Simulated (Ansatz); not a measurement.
The parent structure is BaSnO$_{3}$ in the cubic perovskite structure (space group Pm-3m, No. 221; a = 4.131 Å). Axes: x, y, z lie along the cube axes.

Structures relaxed with Kohn–Sham DFT with the r2SCAN functional, run in Ansatz (an electronic-structure program) with PAW and 500 eV plane waves, no spin-orbit coupling.

Base:

Simulated powder pattern, Cu Kα1, λ = 1.54056 Å (kinematic, ideal powder, no thermal factors, no anomalous dispersion; the 8 strongest lines at most, above 2 %, up to 2θ = 90°):

```tsv
2θ (°)	I/Imax (%)	hkl
30.58	100	(110)
37.68	2.6	(111)
43.79	30	(200)
54.35	40	(211)
63.65	18	(220)
72.26	17	(310)
80.46	6.1	(222)
88.47	21	(321)
```

After one change:

Simulated powder pattern, Cu Kα1, λ = 1.54056 Å (kinematic, ideal powder, no thermal factors, no anomalous dispersion; the 8 strongest lines at most, above 2 %, up to 2θ = 90°):

| 2θ (°) | I/Imax (%) |
|---|---|
| 29.48 | 28 |
| 30.61 | 100 |
| 31.77 | 23 |
| 43.79 | 15 |
| 43.88 | 30 |
| 53.00 | 21 |
| 55.87 | 18 |
| 63.73 | 18 |

### Question
Which of these changes matches the shifts?
A) biaxial strain +0.93 %, plane normal [001], relaxed out of plane
B) biaxial strain −3.56 %, plane normal [001], relaxed out of plane
C) tensor shear ε_xz = −3.65 %
D) isotropic strain +2.26 %

### Answer
C, tensor shear ε_xz = −3.65 %. Its volume per atom is 14.08 Å³ against 14.10 Å³, and its space group is Cmmm (No. 65).

No phonon test of stability was made.
